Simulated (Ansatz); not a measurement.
Bulk crystal (MoS₂) after relaxation:

```yaml
crystal:
  lattice:
    - [1.56020, 0.90078, 6.08603]
    - [-1.56020, 0.90078, 6.08603]
    - [0.00000, -1.80157, 6.08603]
  atoms:
    - { symbol: Mo, position: [0.00000, 0.00000, 0.00000] }
    - { symbol: S, position: [0.75436, 0.75436, 0.75436] }
    - { symbol: S, position: [0.24564, 0.24564, 0.24564] }
```

Miller indices refer to the conventional cell of R-3m (No. 166), a = 3.120 Å, b = 3.120 Å, c = 18.258 Å, α = 90.00°, β = 90.00°, γ = 120.00°.

Consider the (012) slab of 11 planes, 13.0 Å thick with 15 Å of vacuum as cut; outer planes S (top) and S (bottom), all atoms relaxed.

Computed with Ansatz 0.2.0, DFT PBEsol, scalar-relativistic, plane waves, PAW. Plane waves to 420 eV, a k mesh through Γ of 11×6×1 on the computed 17-atom cell and Gaussian smearing (0.10 eV); no spin polarisation. A dipole correction removes the field between periodic images along c.

The slab isn't stoichiometric (Mo5S12), so its surface energy depends on the chemical potentials; it is given with the excess atoms taken from the element's standard state, a limit at which the compound may itself be unstable, so the figure can be too low.

Problem. Estimate the surface energy with the excess atoms taken from the elements.

Solution. 0.56 J/m².

Problem. Give the work function.

Solution. 5.60 eV.

Problem. The top two planes lie 1.296 Å apart in the bulk. How does relaxation change this?

Solution. The spacing becomes 1.099 Å (-15.2 %), and the top plane rumples by 0.154 Å.

Each cell of MoS2 holds layers, and where no dispersion correction was added their binding is poorly described.

The reference crystal is a form of MoS2, which isn't its usual structure.